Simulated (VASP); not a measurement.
Runs of VASP 6.6.1 on Cu3Au (Auricupride). It takes space group Pm-3m (No. 221, cubic). Conventional cell: a = 3.740 Å, b = 3.740 Å, c = 3.740 Å, α = 90.00°, β = 90.00°, γ = 90.00°. Au (site symmetry m-3m) has 12 Cu at 2.64 Å as nearest neighbours. Cu (site symmetry 4/mmm) is surrounded by 4 Au at 2.64 Å and 8 Cu at 2.64 Å. 

| level | gap on the mesh (eV) | pressure (GPa) | relaxed volume (Å³/atom) |
| --- | --- | --- | --- |
| RPBE+D3(BJ) | none | 0.0 | 11.18 |
| PBEsol+D4 | none | 0.0 | (b) |
| revPBE+D4 | none | 0.0 | (a) |
| RPBE+D4 | none | -0.1 | 12.86 |
| revPBE+D3(BJ) | none | 0.0 | 12.57 |

Alike in all rows: task relaxation of cell and atoms; potentials or basis VASP PAW PBE potentials, release 64 (Au, Cu); no spin polarisation; cell relaxed; k mesh 7 × 7 × 7; cutoff (eV) 600; smearing fermi-dirac 0.05 eV.

Fill in the values left out.

(a) 12.85; (b) 12.55.

Caveats: the PAW data sets were made with another functional, which shifts forces and pressure a little; pairwise dispersion overbinds metals, which lowers pressure and volume; the volume moved by -15 % from the deposited cell, more than functionals usually miss (some runs).

A k mesh can miss the band edges, and the runs leave out spin-orbit coupling on Au.

A gap of «none» marks a metal or a gap under the smearing width.

Runs at the PBE level aren't shown here.
